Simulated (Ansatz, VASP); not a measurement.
## BN: VASP beside Ansatz

```
B N
1.0
     0.00000    1.66659    1.66659
     1.66659    0.00000    1.66659
     1.66659    1.66659    0.00000
B N
1 1
Direct
  0.00000 0.00000 0.00000
  0.50000 0.50000 0.50000
```

Alike in both runs: functional PBE; k mesh 16 × 16 × 16; occupations fermi-dirac, width 0.05 eV; no spin polarisation.

Ansatz relaxed the structure, and its values are those at the end. VASP's run is a single point on that final structure, the one shown.

|  | VASP | Ansatz |
| --- | --- | --- |
| version | VASP 6.6.1 | Ansatz 0.2.0 |
| potentials or method | VASP PAW PBE potentials, release 64 (B, N), cutoff 520 eV | all-electron LAPW, scalar-relativistic |

|  | VASP | Ansatz | Ansatz less VASP |
| --- | --- | --- | --- |
| gap on the k mesh at the Fermi level (eV) | 2.36 | 2.37 | +0.002 |

Ansatz ran all-electron here, so the differences hold the error of VASP's frozen core and of both bases.

 A hybrid or GW would open this gap; PBE tends to underestimate it. A k mesh can miss the band edges.
